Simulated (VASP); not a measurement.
# AlN (P6_3mc) in VASP: further runs

Runs on AlN. Level: PBEsol. Tasks: single point, relaxation of cell and atoms.

Program: VASP 6.6.1. These are calculated values, not measurements. Logs are shortened: lines on timing, memory, paths and dates and some standing lists are left out, and cuts for length are marked.

## Step 1: The cell of the first run

It takes space group P6_3mc (No. 186, hexagonal). Conventional cell: a = 3.114 Å, b = 3.114 Å, c = 4.984 Å, α = 90.00°, β = 90.00°, γ = 120.00°. Around Al (site symmetry 3m) lie 4 N at 1.89 to 1.90 Å. N (site symmetry 3m) has 4 Al at 1.89 to 1.90 Å as nearest neighbours.

## Step 2: Single point, PBEsol (cell and atoms relaxed by PAW)

File INCAR:

```
SYSTEM = AlN
ALGO = Fast ; EDIFF = 1E-6
ENCUT = 520 ; GGA = PS
ISIF = 2 ; ISMEAR = -1
LASPH = .TRUE. ; LCHARG = .FALSE.
LREAL = .FALSE. ; LWAVE = .FALSE.
NBANDS = 16 ; NELM = 100
PREC = Accurate ; SIGMA = 0.1
```

File KPOINTS:

```
k-points
0
G
  12 12 8
  0 0 0
```

File POSCAR:

```
AlN
1.0
    3.1137791540      0.0000000000      0.0000000000
   -1.5568895770      2.6966118491      0.0000000000
    0.0000000000      0.0000000000      4.9836524982
Al N
2 2
Direct
    0.3333333333      0.6666666667     -0.0009898461
    0.6666666667      0.3333333333      0.4990101539
    0.3333333333      0.6666666667      0.3809898461
    0.6666666667      0.3333333333      0.8809898461
```

Potentials or basis: VASP PAW PBE potentials, release 64 (Al, N).

Run with:

```sh
$ cat potpaw_PBE.64/Al/POTCAR potpaw_PBE.64/N/POTCAR > POTCAR
$ mpirun -np 1 vasp_std > vasp.out
```

OUTCAR:

```text
SYSTEM = AlN
   EDIFF = 1E-6
   ENCUT = 520
   GGA = PS
   ISIF = 2
   ISMEAR = -1
   LASPH = .TRUE.
   LREAL = .FALSE.
   NELM = 100
   PREC = Accurate

 ion  position               nearest neighbor table
   1  0.333  0.667  0.999-   4 1.89   4 1.89   4 1.89   3 1.90   2 3.07   2 3.07   2 3.07   2 3.07
                             2 3.07   2 3.07
   2  0.667  0.333  0.499-   3 1.89   3 1.89   3 1.89   4 1.90   1 3.07   1 3.07   1 3.07   1 3.07
                             1 3.07   1 3.07
   3  0.333  0.667  0.381-   2 1.89   2 1.89   2 1.89   1 1.90
   4  0.667  0.333  0.881-   1 1.89   1 1.89   1 1.89   2 1.90

  LATTYP: Found a hexagonal cell.
 ALAT       =     3.1137791540
 C/A-ratio  =     1.6005157244

  Lattice vectors:

 A1 = (   3.1137791540,   0.0000000000,   0.0000000000)
 A2 = (  -1.5568895770,   2.6966118491,   0.0000000000)
 A3 = (   0.0000000000,   0.0000000000,   4.9836524982)

Analysis of symmetry for initial positions (statically):
=====================================================================
 Subroutine PRICEL returns:
 Original cell was already a primitive cell.

 Routine SETGRP: Setting up the symmetry group for a
 hexagonal supercell.

 Subroutine GETGRP returns: Found 12 space group operations
 (whereof  6 operations were pure point group operations)
 out of a pool of 24 trial point group operations.

The static configuration has the point symmetry C_3v.
 The point group associated with its full space group is C_6v.

Analysis of symmetry for dynamics (positions and initial velocities):
=====================================================================
 Subroutine PRICEL returns:
 Original cell was already a primitive cell.

 Routine SETGRP: Setting up the symmetry group for a
 hexagonal supercell.

 Subroutine GETGRP returns: Found 12 space group operations
 (whereof  6 operations were pure point group operations)
 out of a pool of 24 trial point group operations.

The dynamic configuration has the point symmetry C_3v.
 The point group associated with its full space group is C_6v.

 Subroutine INISYM returns: Found 12 space group operations
 (whereof  6 operations are pure point group operations),
 and found     1 'primitive' translations

----------------------------------------------------------------------------------------

                                     Primitive cell

  volume of cell :      41.8460

  direct lattice vectors                    reciprocal lattice vectors
[... 90 lines left out ...]
   NELM   =    100;   NELMIN=  2; NELMDL= -5     # of ELM steps
   EDIFF  = 0.1E-05   stopping-criterion for ELM
   LREAL  =      F    real-space projection
   EDIFFG = 0.1E-04   stopping-criterion for IOM
   NSW    =      0    number of steps for IOM
   IBRION =     -1    ionic relax: 0-MD 1-quasi-New 2-CG
   NFREE  =      0    steps in history (QN), initial steepest desc. (CG)
   ISIF   =      2    stress and relaxation
   ISYM   =      2    0-nonsym 1-usesym 2-fastsym
   POTIM  = 0.5000    time-step for ionic-motion
   TEBEG  =    0.0;   TEEND  =   0.0 temperature during run
   PSTRESS=    0.0 pullay stress
   NELECT =      16.0000    total number of electrons
   NUPDOWN=      -1.0000    fix difference up-down
   EMIN   =  10.00;   EMAX   =-10.00  energy-range for DOS
   EFERMI =   0.00;   METHOD = LEGACY
   ISMEAR =    -1;   SIGMA  =   0.10  broadening in eV -4-tet -1-fermi 0-gaus
   EFERMI_NEDOS =   21; number of points for ismear=-14 and -15
   IALGO  =     68    algorithm
   IMIX   =      4    mixing-type and parameters
     AMIX     =   0.40;   BMIX     =  1.00
     AMIX_MAG =   1.60;   BMIX_MAG =  1.00
  volume/ion in A,a.u.               =      10.46        70.60
  Fermi-wavevector in a.u.,A,eV,Ry     =   1.188220  2.245410 19.209611  1.411867
  Thomas-Fermi vector in A             =   2.324354
   LORBIT       =      0    0 simple, 1 ext, 2 COOP (PROOUT), +10 PAW based schemes
   GGA     = PS    functional components
   LHFCALC =     F    Hartree Fock is set to
   AEXX    =    0.0000 exact exchange contribution
   IVDW    =     0    specifies the selected vdW correction
   LEPSILON=     F    determine dielectric tensor
   LRPA    =     F    only Hartree local field effects (RPA)
 non-spin polarized calculation
 RMM-DIIS sequential band-by-band and
  energy-cutoff  :      520.00
  volume of cell :       41.85
 maximum number of plane-waves:      1152
 NGX is ok and might be reduce to    24
   NGX = 11   NGY = 11   NGZ = 19

 number of electron      15.9999997 magnetization

 Free energy of the ion-electron system (eV)
  ---------------------------------------------------
  ext. energy  EPLUGINS =         0.00000000
  ---------------------------------------------------
  free energy    TOTEN  =       -31.31243250 eV

  energy without entropy =      -31.31243250  energy(sigma->0) =      -31.31243250

 E-fermi :   8.0244     XC(G=0): -11.0992

 val. band max:        6.0516167344   @ k =   0.0000   0.0000   0.0000
 cond. band min:      10.1621760501   @ k =   0.0000   0.0000   0.0000
 fundamental gap:      4.1105593157
 Fermi energy:         8.0243591712

 k-point     1 :       0.0000    0.0000    0.0000
  band No.  band energies     occupation
      1      -9.1100      2.00000
      2      -6.9302      2.00000
      3       0.0010      2.00000
      4       5.1736      2.00000
      5       5.1736      2.00000
      6       5.8278      2.00000
[... 433 lines left out ...]
      3       1.1725      2.00000
      4       1.9973      2.00000
      5       2.6409      2.00000
      6       4.2255      2.00000
[... 8 lines left out ...]
     15      18.3033      0.00000
     16      20.2584      0.00000

 [... further k-points ...]
[... 5 lines left out ...]
  --------------------------------------------------------------------------------------
  -------------------------------------------------------------------------------------
  Total       -0.0214550     -0.0214550     -0.0205050      0.0000000      0.0000000      0.0000000
  in kB       -0.8214571     -0.8214571     -0.7850841      0.0000000      0.0000000      0.0000000
  external PRESSURE =      -0.8093328 kB  Pullay stress =       0.0000000 kB

 VOLUME and BASIS-vectors are now :
 -----------------------------------------------------------------------------
  energy-cutoff  :      520.00
  volume of cell :       41.85
      direct lattice vectors                 reciprocal lattice vectors
     3.113779154  0.000000000  0.000000000     0.321153155  0.185417861  0.000000000
    -1.556889577  2.696611849  0.000000000     0.000000000  0.370835721  0.000000000
     0.000000000  0.000000000  4.983652498     0.000000000  0.000000000  0.200656045

 POSITION                                       TOTAL-FORCE (eV/Angst)
 -----------------------------------------------------------------------------------
     -0.00000      1.79774      4.97872        -0.000000     -0.000000     -0.000351
      1.55689      0.89887      2.48689         0.000000     -0.000000     -0.000351
     -0.00000      1.79774      1.89872        -0.000000      0.000000      0.000351
      1.55689      0.89887      4.39055         0.000000     -0.000000      0.000351
 -----------------------------------------------------------------------------------
    total drift:                               -0.000000      0.000000      0.000485

  FREE ENERGIE OF THE ION-ELECTRON SYSTEM (eV)
  ---------------------------------------------------
  free  energy   TOTEN  =       -31.3124324955 eV

  energy  without entropy=      -31.3124324953  energy(sigma->0) =      -31.31243250
```

OSZICAR:

```text
N       E                     dE             d eps       ncg     rms          rms(c)
DAV:   1     0.388712515166E+02    0.38871E+02   -0.72916E+03  3040   0.895E+02
DAV:   2    -0.323157307382E+02   -0.71187E+02   -0.65515E+02  4312   0.187E+02
DAV:   3    -0.357370350472E+02   -0.34213E+01   -0.34114E+01  3752   0.422E+01
DAV:   4    -0.357580073104E+02   -0.20972E-01   -0.20971E-01  3856   0.371E+00
DAV:   5    -0.357582745980E+02   -0.26729E-03   -0.26729E-03  3792   0.423E-01    0.117E+01
RMM:   6    -0.313574891993E+02    0.44008E+01   -0.86246E+00  3041   0.159E+01    0.408E+00
RMM:   7    -0.313475078415E+02    0.99814E-02   -0.75023E-01  3389   0.685E+00    0.278E+00
RMM:   8    -0.313193739647E+02    0.28134E-01   -0.70746E-02  3171   0.214E+00    0.528E-01
RMM:   9    -0.313123989831E+02    0.69750E-02   -0.13149E-02  3612   0.800E-01    0.274E-01
RMM:  10    -0.313123990146E+02   -0.31438E-07   -0.40357E-03  3722   0.376E-01    0.958E-02
RMM:  11    -0.313124292608E+02   -0.30246E-04   -0.31416E-04  3532   0.152E-01    0.314E-02
RMM:  12    -0.313124316845E+02   -0.24237E-05   -0.57017E-05  3780   0.559E-02    0.148E-02
RMM:  13    -0.313124324955E+02   -0.81106E-06   -0.92775E-06  3747   0.258E-02
   1 F= -.31312432E+02 E0= -.31312432E+02  d E =-.197944E-09
```

stdout:

```text
POSCAR found type information on POSCAR AlN
 POSCAR found :  2 types and       4 ions
 scaLAPACK will be used
 -----------------------------------------------------------------------------
|                                                                             |
|                                                                             |
|     You enforced a specific xc type in the INCAR file but a different       |
|     I HOPE YOU KNOW WHAT YOU ARE DOING!                                     |
|                                                                             |
 -----------------------------------------------------------------------------

 LDA part: xc-table for (Slater+PW92), standard interpolation
 POSCAR, INCAR and KPOINTS ok, starting setup
 FFT: planning ... GRIDC
 FFT: planning ... GRID_SOFT
 FFT: planning ... GRID
 WAVECAR not read
 entering main loop
```

Wall time 28 s (1 thread of Intel Xeon Platinum 8488C (Sapphire Rapids), shared host); peak memory 0.18 GiB.

What came out:

```
Free energy            : -31.3124 eV
Pressure               : -0.1 GPa
Band gap on the k mesh : 4.11 eV, direct
```

Levels at points of the mesh, in eV from the valence-band top:
```tsv
k point	band 5	band 6	band 7	band 8	band 9	band 10	band 11	band 12
(0.00, 0.00, 0.00)	-0.88	-0.22	-0.22	0.00	4.11	6.55	10.49	11.02
(0.50, 0.00, 0.00)	-3.38	-2.11	-1.81	-0.70	5.66	5.67	8.07	10.15
(0.00, 0.00, 0.50)	-0.56	-0.56	-0.56	-0.56	6.36	6.36	10.20	10.20
(0.50, 0.00, 0.50)	-1.49	-1.49	-1.38	-1.38	5.17	5.17	9.12	9.12
```

Caveat: the PAW data sets were made with another functional, which shifts forces and pressure a little.

## Step 3: Relaxation of cell and atoms, PBEsol (cell and atoms relaxed by PAW)

File INCAR:

```
SYSTEM = AlN
  PREC = Accurate
  ENCUT = 600
  EDIFF = 1E-7
  ISMEAR = -1
  SIGMA = 0.1
  LREAL = .FALSE.
  LASPH = .TRUE.
  NELM = 100
  ALGO = Normal
  ISIF = 3
  LWAVE = .FALSE.
  LCHARG = .FALSE.
  GGA = PS
  IBRION = 2
  NSW = 100
  EDIFFG = -0.002
```

File KPOINTS:

```
Automatic mesh
0
G
  12 12 8
  0 0 0
```

File POSCAR:

```
AlN
1.0
    3.1130000000      0.0000000000      0.0000000000
   -1.5565000000      2.6959370820      0.0000000000
    0.0000000000      0.0000000000      4.9810000000
Al N
2 2
Direct
    0.3333333333      0.6666666667      0.0000000000
    0.6666666667      0.3333333333      0.5000000000
    0.3333333333      0.6666666667      0.3800000000
    0.6666666667      0.3333333333      0.8800000000
```

Potentials or basis: VASP PAW PBE potentials, release 64 (Al, N).

Run with:

```sh
$ cat potpaw_PBE.64/Al/POTCAR potpaw_PBE.64/N/POTCAR > POTCAR
$ mpirun -np 1 vasp_std > vasp.out
```

OUTCAR:

```text
SYSTEM = AlN
   PREC = Accurate
   ENCUT = 600
   EDIFF = 1E-7
   ISMEAR = -1
   LREAL = .FALSE.
   LASPH = .TRUE.
   NELM = 100
   ISIF = 3
   GGA = PS
   IBRION = 2
   NSW = 100
   EDIFFG = -0.002

 ion  position               nearest neighbor table
   1  0.333  0.667  0.000-   3 1.89   4 1.89   4 1.89   4 1.89   2 3.07   2 3.07   2 3.07   2 3.07
                             2 3.07   2 3.07
   2  0.667  0.333  0.500-   4 1.89   3 1.89   3 1.89   3 1.89   1 3.07   1 3.07   1 3.07   1 3.07
                             1 3.07   1 3.07
   3  0.333  0.667  0.380-   1 1.89   2 1.89   2 1.89   2 1.89
   4  0.667  0.333  0.880-   2 1.89   1 1.89   1 1.89   1 1.89

  LATTYP: Found a hexagonal cell.
 ALAT       =     3.1130000000
 C/A-ratio  =     1.6000642467

  Lattice vectors:

[... 352 lines left out ...]
 cond. band min:      10.1756844578   @ k =   0.0000   0.0000   0.0000
 fundamental gap:      4.1176087688
 Fermi energy:         8.0191497286

 k-point     1 :       0.0000    0.0000    0.0000
  band No.  band energies     occupation
      1      -9.1090      2.00000
      2      -6.9269      2.00000
      3       0.0041      2.00000
      4       5.1788      2.00000
      5       5.1788      2.00000
      6       5.8333      2.00000
      7       5.8333      2.00000
      8       6.0581      2.00000
      9      10.1757      0.00000
     10      12.6103      0.00000
     11      16.5558      0.00000
     12      17.0808      0.00000
[... 331 lines left out ...]
 k-point    24 :       0.3333    0.0000    0.1250
  band No.  band energies     occupation
      1      -7.8050      2.00000
      2      -6.4650      2.00000
      3       1.1762      2.00000
      4       2.0016      2.00000
      5       2.6456      2.00000
      6       4.2303      2.00000
      7       5.2314      2.00000
      8       5.4342      2.00000
      9      11.9192      0.00000
     10      12.5861      0.00000
     11      14.2685      0.00000
     12      16.1697      0.00000

 [... further k-points ...]
[... 5 lines left out ...]
  --------------------------------------------------------------------------------------
  -------------------------------------------------------------------------------------
  Total       -0.0009474     -0.0009474     -0.0007621      0.0000000      0.0000000      0.0000000
  in kB       -0.0363017     -0.0363017     -0.0292024      0.0000000      0.0000000      0.0000000
  external PRESSURE =      -0.0339352 kB  Pullay stress =       0.0000000 kB
[... 19 lines left out ...]
  FREE ENERGIE OF THE ION-ELECTRON SYSTEM (eV)
  ---------------------------------------------------
  free  energy   TOTEN  =       -31.3156919547 eV

  energy  without entropy=      -31.3156919545  energy(sigma->0) =      -31.31569195

 reached required accuracy - stopping structural energy minimisation
```

OSZICAR:

```text
N       E                     dE             d eps       ncg     rms          rms(c)
DAV:   1     0.559967003327E+02    0.55997E+02   -0.82245E+03  2280   0.134E+03
DAV:   2    -0.313693968632E+02   -0.87366E+02   -0.80463E+02  3344   0.245E+02
DAV:   3    -0.357275207165E+02   -0.43581E+01   -0.43364E+01  3012   0.599E+01
DAV:   4    -0.357660787998E+02   -0.38558E-01   -0.38543E-01  2648   0.631E+00
[... 39 lines left out ...]
DAV:   1    -0.313157302185E+02   -0.72039E-04   -0.74085E-03  2280   0.823E-01    0.349E-02
DAV:   2    -0.313157060584E+02    0.24160E-04   -0.63099E-05  2892   0.777E-02    0.196E-02
DAV:   3    -0.313156919104E+02    0.14148E-04   -0.19457E-05  2804   0.384E-02    0.166E-03
DAV:   4    -0.313156919524E+02   -0.42037E-07   -0.11487E-06  2636   0.105E-02    0.110E-03
DAV:   5    -0.313156919547E+02   -0.23115E-08   -0.29062E-08  1324   0.161E-03
   5 F= -.31315692E+02 E0= -.31315692E+02  d E =-.133807E-03
```

CONTCAR:

```text
AlN
   1.00000000000000
     3.1130474042009300    0.0000000000000000    0.0000000000000000
    -1.5565237021004650    2.6959781352422523   -0.0000000000000000
     0.0000000000000000    0.0000000000000000    4.9821815065029682
  Al              N
     2     2
Direct
     0.3333333332999970    0.6666666667000030    0.9990002783565132
     0.6666666667000030    0.3333333332999970    0.4990002783565133
     0.3333333332999970    0.6666666667000030    0.3809997216434893
     0.6666666667000030    0.3333333332999970    0.8809997216434894

  0.00000000E+00  0.00000000E+00  0.00000000E+00
  0.00000000E+00  0.00000000E+00  0.00000000E+00
  0.00000000E+00  0.00000000E+00  0.00000000E+00
  0.00000000E+00  0.00000000E+00  0.00000000E+00
```

It took 1.8 min on 1 thread of Intel Xeon Platinum 8488C (Sapphire Rapids), shared host; peak memory 0.2 GiB.

Results:

```
Free energy                            : -31.3157 eV
Relaxed volume                         : 10.45 Å³/atom
Relaxed cell                           : a = 3.113 Å, b = 3.113 Å, c = 4.982 Å, α = 90.00°, β = 90.00°, γ = 120.00°
Space group after relaxing (to 0.05 Å) : P6_3mc (No. 186)
Energy gained by relaxing              : 0.3 meV/atom
Ionic steps                            : 5
Pressure after relaxing                : 0.0 GPa
Band gap on the k mesh                 : 4.12 eV, direct
```

Step by step:
| step | energy change (eV) | largest force (eV/Å) | pressure (GPa) | volume (Å³) |
| --- | --- | --- | --- | --- |
| 1 | 0.0000 | 0.1320 | 0.10 | 41.80 |
| 2 | -0.0002 | 0.0870 | -0.09 | 41.84 |
| 3 | -0.0012 | 0.0140 | -0.02 | 41.82 |
| 4 | -0.0013 | 0.0070 | -0.01 | 41.82 |
| 5 | -0.0013 | 0.0001 | 0.00 | 41.81 |

Final structure:
```cif
data_structure
_symmetry_space_group_name_H-M 'P 1'
_symmetry_Int_Tables_number 1
_cell_length_a 3.1130
_cell_length_b 3.1130
_cell_length_c 4.9822
_cell_angle_alpha 90.000
_cell_angle_beta 90.000
_cell_angle_gamma 120.000
_cell_volume 41.81
loop_
_atom_site_label
_atom_site_type_symbol
_atom_site_fract_x
_atom_site_fract_y
_atom_site_fract_z
_atom_site_occupancy
Al1 Al 0.33333 0.66667 0.99900 1
Al2 Al 0.66667 0.33333 0.49900 1
N1 N 0.33333 0.66667 0.38100 1
N2 N 0.66667 0.33333 0.88100 1
```

Caveat: the PAW data sets were made with another functional, which shifts forces and pressure a little.
